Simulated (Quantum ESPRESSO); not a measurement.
# BeTe (F-43m) in Quantum ESPRESSO: a series of runs

One crystal, BeTe, is run at these levels: r2SCAN; tasks: single point, equation of state.

All numbers are computed with Quantum ESPRESSO 7.5; they aren't measurements. Logs are shortened: lines on timing, memory, paths and dates and some standing lists are left out, and cuts for length are marked.

## (1) Starting point

It takes space group F-43m (No. 216, cubic). The conventional cell has a = 5.540 Å, b = 5.540 Å, c = 5.540 Å, α = 90.00°, β = 90.00°, γ = 90.00°. Around Te (site symmetry -43m) lie 4 Be at 2.40 Å. Be (site symmetry -43m) has 4 Te at 2.40 Å as nearest neighbours.

## (2) Single point, r2SCAN, 19.98 Å³/atom

File pw.in:

```
&CONTROL
  calculation = 'scf'
  prefix = 'pwscf'
  outdir = './tmp'
  pseudo_dir = './pseudo'
  tstress = .true.
  disk_io = 'nowf'
/
&SYSTEM
  ibrav = 0
  nat = 2
  ntyp = 2
  ecutwfc = 70
  nbnd = 16
  input_dft = 'r2scan'
  occupations = 'smearing'
  smearing = 'fd'
  degauss = 0.00367493
  nosym = .true.
  nr1 = 48
  nr2 = 48
  nr3 = 48
/
&ELECTRONS
  conv_thr = 1d-08
  electron_maxstep = 120
  mixing_beta = 0.5
/
ATOMIC_SPECIES
Te   127.6000 Te_ONCV_PBE-1.2.upf
Be     9.0122 Be_ONCV_PBE-1.2.upf
CELL_PARAMETERS angstrom
   0.0000000000    2.7134535211    2.7134535211
   2.7134535211    0.0000000000    2.7134535211
   2.7134535211    2.7134535211    0.0000000000
ATOMIC_POSITIONS crystal
Te     0.7500000000    0.7500000000    0.7500000000
Be     0.0000000000    0.0000000000    0.0000000000
K_POINTS automatic
6 6 6 0 0 0
```

Potentials or basis: SG15 PBE 1.2.

Started as:

```
> OMP_NUM_THREADS=1 mpirun -n 2 pw.x -nk 2 -in pw.in > pw.out
```

pw.out:

```text
This program is part of the open-source Quantum ESPRESSO suite
     for quantum simulation of materials; please cite
         "P. Giannozzi et al., J. Phys.:Condens. Matter 21 395502 (2009);
         "P. Giannozzi et al., J. Phys.:Condens. Matter 29 465901 (2017);
         "P. Giannozzi et al., J. Chem. Phys. 152 154105 (2020);
     in publications or presentations arising from this work. More details at

     IMPORTANT: XC functional enforced from input :
     Exchange-correlation= R2SCAN
                           (   0   0   0   0   0 497 498)
     Any further DFT definition will be discarded
     Please, verify this is what you really want

     K-points division:     npool     =       2
     Subspace diagonalization in iterative solution of the eigenvalue problem:
     a serial algorithm will be used

     G-vector sticks info
     --------------------
     sticks:   dense  smooth     PW     G-vecs:    dense   smooth      PW
     Sum        1027    1027    313                21331    21331    3647

     Using Slab Decomposition

     bravais-lattice index     =            0
     lattice parameter (alat)  =       7.2516  a.u.
     unit-cell volume          =     269.6459 (a.u.)^3
     number of atoms/cell      =            2
     number of atomic types    =            2
     number of electrons       =        20.00
     number of Kohn-Sham states=           16
     kinetic-energy cutoff     =      70.0000  Ry
     charge density cutoff     =     280.0000  Ry
     scf convergence threshold =      1.0E-08
     mixing beta               =       0.5000
     number of iterations used =            8  plain     mixing
     Exchange-correlation= R2SCAN
                           (   0   0   0   0   0 497 498)

     celldm(1)=   7.251640  celldm(2)=   0.000000  celldm(3)=   0.000000
     celldm(4)=   0.000000  celldm(5)=   0.000000  celldm(6)=   0.000000

     crystal axes: (cart. coord. in units of alat)
               a(1) = (   0.000000   0.707107   0.707107 )
               a(2) = (   0.707107   0.000000   0.707107 )
               a(3) = (   0.707107   0.707107   0.000000 )

     reciprocal axes: (cart. coord. in units 2 pi/alat)
               b(1) = ( -0.707107  0.707107  0.707107 )
               b(2) = (  0.707107 -0.707107  0.707107 )
               b(3) = (  0.707107  0.707107 -0.707107 )

     PseudoPot. # 1 for Te read from file:
     Te_ONCV_PBE-1.2.upf
     Pseudo is Norm-conserving, Zval = 16.0
     Generated using ONCVPSP code by D. R. Hamann
     Using radial grid of  602 points,  6 beta functions with:
                l(1) =   0
                l(2) =   0
                l(3) =   1
                l(4) =   1
                l(5) =   2
                l(6) =   2

     PseudoPot. # 2 for Be read from file:
     Be_ONCV_PBE-1.2.upf
     Pseudo is Norm-conserving, Zval =  4.0
     Generated using ONCVPSP code by D. R. Hamann
     Using radial grid of  602 points,  4 beta functions with:
                l(1) =   0
                l(2) =   0
                l(3) =   1
                l(4) =   1

     atomic species   valence    mass     pseudopotential
     Te               16.00   127.60000     Te( 1.00)
     Be                4.00     9.01220     Be( 1.00)

     No symmetry found

   Cartesian axes

     site n.     atom                  positions (alat units)
         1        Te     tau(   1) = (   1.0606602   1.0606602   1.0606602  )
         2        Be     tau(   2) = (   0.0000000   0.0000000   0.0000000  )

     number of k points=   112  Fermi-Dirac smearing, width (Ry)=  0.0037

     Number of k-points >= 100: set verbosity='high' to print them.

     Dense  grid:    21331 G-vectors     FFT dimensions: (  48,  48,  48)

     WARNING: libxc functional with ID  497 depends
      on external parameters: check the user_guide of
      QE if you need to modify them or to check their
      default values.

     WARNING: libxc functional with ID  498 depends
      on external parameters: check the user_guide of
      QE if you need to modify them or to check their
      default values.

     Initial potential from superposition of free atoms

     starting charge      19.9363, renormalised to      20.0000
     Starting wfcs are random

     Self-consistent Calculation

     iteration #  1     ecut=    70.00 Ry     beta= 0.50
     Davidson diagonalization with overlap
     ethr =  1.00E-02,  avg # of iterations =  8.1

     total energy              =    -200.50877801 Ry
     estimated scf accuracy    <      62.19711065 Ry

     iteration #  2     ecut=    70.00 Ry     beta= 0.50
     Davidson diagonalization with overlap
     ethr =  1.00E-02,  avg # of iterations =  1.0

     total energy              =    -200.61592526 Ry
     estimated scf accuracy    <      17.01970259 Ry

     iteration #  3     ecut=    70.00 Ry     beta= 0.50
     Davidson diagonalization with overlap
     ethr =  1.00E-02,  avg # of iterations =  1.0

     total energy              =    -200.63376236 Ry
     estimated scf accuracy    <       0.02409668 Ry

     iteration #  4     ecut=    70.00 Ry     beta= 0.50
     Davidson diagonalization with overlap
     ethr =  1.20E-04,  avg # of iterations =  3.9

     total energy              =    -200.63414535 Ry
     estimated scf accuracy    <       0.00126501 Ry

     iteration #  5     ecut=    70.00 Ry     beta= 0.50
     Davidson diagonalization with overlap
     ethr =  6.33E-06,  avg # of iterations =  4.6

     total energy              =    -200.63417397 Ry
     estimated scf accuracy    <       0.00007200 Ry

     iteration #  6     ecut=    70.00 Ry     beta= 0.50
     Davidson diagonalization with overlap
     ethr =  3.60E-07,  avg # of iterations =  1.4

     total energy              =    -200.63417553 Ry
     estimated scf accuracy    <       0.00000600 Ry

     iteration #  7     ecut=    70.00 Ry     beta= 0.50
     Davidson diagonalization with overlap
     ethr =  3.00E-08,  avg # of iterations =  1.1

     total energy              =    -200.63417568 Ry
     estimated scf accuracy    <       0.00000010 Ry

     iteration #  8     ecut=    70.00 Ry     beta= 0.50
     Davidson diagonalization with overlap
     ethr =  4.90E-10,  avg # of iterations =  2.2

     total energy              =    -200.63417570 Ry
     estimated scf accuracy    <       0.00000001 Ry

     iteration #  9     ecut=    70.00 Ry     beta= 0.50
     Davidson diagonalization with overlap
     ethr =  6.99E-11,  avg # of iterations =  1.4

     End of self-consistent calculation

     Number of k-points >= 100: set verbosity='high' to print the bands.

     the Fermi energy is    10.7646 ev

!    total energy              =    -200.63417570 Ry
     estimated scf accuracy    <          2.8E-10 Ry
     smearing contrib. (-TS)   =      -0.00000000 Ry
     internal energy E=F+TS    =    -200.63417570 Ry

     The total energy is F=E-TS. E is the sum of the following terms:
     one-electron contribution =     -93.79999278 Ry
     hartree contribution      =      46.81644410 Ry
     xc contribution           =     -22.03854966 Ry
     ewald contribution        =    -131.61207736 Ry

     convergence has been achieved in   9 iterations

     Computing stress (Cartesian axis) and pressure

          total   stress  (Ry/bohr**3)                   (kbar)     P=       84.67
   0.00057560   0.00000000   0.00000000           84.67        0.00        0.00
   0.00000000   0.00057560  -0.00000000            0.00       84.67       -0.00
   0.00000000  -0.00000000   0.00057560            0.00       -0.00       84.67

=------------------------------------------------------------------------------=
   JOB DONE.
=------------------------------------------------------------------------------=
```

It took 93 s on 2 MPI ranks of Intel Xeon 6975P-C (Granite Rapids), shared host; peak memory 0.26 GiB.

Results:

| Property | Result |
| --- | --- |
| Free energy | -2729.7670 eV |
| Pressure | 8.5 GPa |
| Band gap on the k mesh | 2.21 eV, indirect (least direct gap 4.13 eV) |

Caveat: the potentials were made for another functional, which shifts forces and pressure; spin-orbit coupling is left out, which moves the levels of the heavy elements.

## (3) Single point, r2SCAN, 20.40 Å³/atom

pw.in, as its differences from that of step 2:

```diff
@@ -32,5 +32,5 @@
 CELL_PARAMETERS angstrom
-   0.0000000000    2.7134535211    2.7134535211
-   2.7134535211    0.0000000000    2.7134535211
-   2.7134535211    2.7134535211    0.0000000000
+   0.0000000000    2.7325629784    2.7325629784
+   2.7325629784    0.0000000000    2.7325629784
+   2.7325629784    2.7325629784    0.0000000000
 ATOMIC_POSITIONS crystal
```

Potentials or basis: SG15 PBE 1.2.

Started as:

```
> OMP_NUM_THREADS=1 mpirun -n 2 pw.x -nk 2 -in pw.in > pw.out
```

Run time: 88 s. Hardware: 2 MPI ranks of Intel Xeon 6975P-C (Granite Rapids), shared host; peak memory 0.26 GiB.

Results (log left out):

* Free energy: -2729.8071 eV
* Pressure: 6.6 GPa
* Band gap on the k mesh: 2.27 eV, indirect (least direct gap 4.16 eV)

Caveat: the potentials were made for another functional, which shifts forces and pressure; spin-orbit coupling is left out, which moves the levels of the heavy elements.

## (4) Single point, r2SCAN, 20.83 Å³/atom

pw.in, as its differences from that of step 3:

```diff
@@ -32,5 +32,5 @@
 CELL_PARAMETERS angstrom
-   0.0000000000    2.7325629784    2.7325629784
-   2.7325629784    0.0000000000    2.7325629784
-   2.7325629784    2.7325629784    0.0000000000
+   0.0000000000    2.7514088358    2.7514088358
+   2.7514088358    0.0000000000    2.7514088358
+   2.7514088358    2.7514088358    0.0000000000
 ATOMIC_POSITIONS crystal
```

Started as:

```
> OMP_NUM_THREADS=1 mpirun -n 2 pw.x -nk 2 -in pw.in > pw.out
```

It took 95 s on 2 MPI ranks of Intel Xeon 6975P-C (Granite Rapids), shared host; peak memory 0.26 GiB.

It converged, with:

```yaml
Free_energy: -2729.8376 eV
Pressure: 4.9 GPa
Band_gap_on_the_k_mesh: 2.32 eV, indirect (least direct gap 4.18 eV)
```

Caveat: the potentials were made for another functional, which shifts forces and pressure; spin-orbit coupling is left out, which moves the levels of the heavy elements.

## (5) Single point, r2SCAN, 21.25 Å³/atom

pw.in, as its differences from that of step 4:

```diff
@@ -32,5 +32,5 @@
 CELL_PARAMETERS angstrom
-   0.0000000000    2.7514088358    2.7514088358
-   2.7514088358    0.0000000000    2.7514088358
-   2.7514088358    2.7514088358    0.0000000000
+   0.0000000000    2.7700000000    2.7700000000
+   2.7700000000    0.0000000000    2.7700000000
+   2.7700000000    2.7700000000    0.0000000000
 ATOMIC_POSITIONS crystal
```

Started as:

```
> OMP_NUM_THREADS=1 mpirun -n 2 pw.x -nk 2 -in pw.in > pw.out
```

Run time: 95 s. Hardware: 2 MPI ranks of Intel Xeon 6975P-C (Granite Rapids), shared host; peak memory 0.26 GiB.

The run converged. Its results:

```yaml
Free_energy: -2729.8595 eV
Pressure: 3.3 GPa
Band_gap_on_the_k_mesh: 2.37 eV, indirect (least direct gap 4.19 eV)
```

Caveat: the potentials were made for another functional, which shifts forces and pressure; spin-orbit coupling is left out, which moves the levels of the heavy elements.

## (6) Single point, r2SCAN, 21.68 Å³/atom

pw.in, as its differences from that of step 5:

```diff
@@ -32,5 +32,5 @@
 CELL_PARAMETERS angstrom
-   0.0000000000    2.7700000000    2.7700000000
-   2.7700000000    0.0000000000    2.7700000000
-   2.7700000000    2.7700000000    0.0000000000
+   0.0000000000    2.7883449055    2.7883449055
+   2.7883449055    0.0000000000    2.7883449055
+   2.7883449055    2.7883449055    0.0000000000
 ATOMIC_POSITIONS crystal
```

Potentials or basis: SG15 PBE 1.2.

Started as:

```
> OMP_NUM_THREADS=1 mpirun -n 2 pw.x -nk 2 -in pw.in > pw.out
```

Wall time 89 s (2 MPI ranks of Intel Xeon 6975P-C (Granite Rapids), shared host); peak memory 0.26 GiB.

Results (log left out):

| Item | Value |
| --- | --- |
| Free energy | -2729.8733 eV |
| Pressure | 1.9 GPa |
| Band gap on the k mesh | 2.42 eV, indirect (least direct gap 4.21 eV) |

Caveat: the potentials were made for another functional, which shifts forces and pressure; spin-orbit coupling is left out, which moves the levels of the heavy elements.

## (7) Single point, r2SCAN, 22.10 Å³/atom

pw.in, as its differences from that of step 6:

```diff
@@ -32,5 +32,5 @@
 CELL_PARAMETERS angstrom
-   0.0000000000    2.7883449055    2.7883449055
-   2.7883449055    0.0000000000    2.7883449055
-   2.7883449055    2.7883449055    0.0000000000
+   0.0000000000    2.8064515486    2.8064515486
+   2.8064515486    0.0000000000    2.8064515486
+   2.8064515486    2.8064515486    0.0000000000
 ATOMIC_POSITIONS crystal
```

Started as:

```
> OMP_NUM_THREADS=1 mpirun -n 2 pw.x -nk 2 -in pw.in > pw.out
```

Run time: 95 s. Hardware: 2 MPI ranks of Intel Xeon 6975P-C (Granite Rapids), shared host; peak memory 0.26 GiB.

Results (log left out):

```
Free energy            : -2729.8800 eV
Pressure               : 0.6 GPa
Band gap on the k mesh : 2.46 eV, indirect (least direct gap 4.22 eV)
```

Caveat: the potentials were made for another functional, which shifts forces and pressure; spin-orbit coupling is left out, which moves the levels of the heavy elements.

## (8) Single point, r2SCAN, 22.53 Å³/atom

pw.in, as its differences from that of step 7:

```diff
@@ -32,5 +32,5 @@
 CELL_PARAMETERS angstrom
-   0.0000000000    2.8064515486    2.8064515486
-   2.8064515486    0.0000000000    2.8064515486
-   2.8064515486    2.8064515486    0.0000000000
+   0.0000000000    2.8243275181    2.8243275181
+   2.8243275181    0.0000000000    2.8243275181
+   2.8243275181    2.8243275181    0.0000000000
 ATOMIC_POSITIONS crystal
```

Started as:

```
> OMP_NUM_THREADS=1 mpirun -n 2 pw.x -nk 2 -in pw.in > pw.out
```

It took 98 s on 2 MPI ranks of Intel Xeon 6975P-C (Granite Rapids), shared host; peak memory 0.28 GiB.

The run converged. Its results:

```
Free energy            : -2729.8800 eV
Pressure               : -0.6 GPa
Band gap on the k mesh : 2.50 eV, indirect (least direct gap 4.24 eV)
```

Caveat: the potentials were made for another functional, which shifts forces and pressure; spin-orbit coupling is left out, which moves the levels of the heavy elements.

## (9) Equation of state, r2SCAN

Potentials or basis: SG15 PBE 1.2.

No new run: the results of the series are fitted here.

What came out:

| Quantity | Value |
| --- | --- |
| Equilibrium volume | 22.32 Å³/atom |
| Bulk modulus | 62 GPa |
| Pressure derivative of the bulk modulus | 3.8 |

Energy against volume, from the lowest point:
| volume (Å³/atom) | energy (meV/atom) |
| --- | --- |
| 19.979 | 56.50 |
| 20.404 | 36.46 |
| 20.829 | 21.19 |
| 21.254 | 10.28 |
| 21.679 | 3.34 |
| 22.104 | 0.02 |
| 22.529 | 0.00 |

Caveat: the potentials were made for another functional, which shifts forces and pressure.
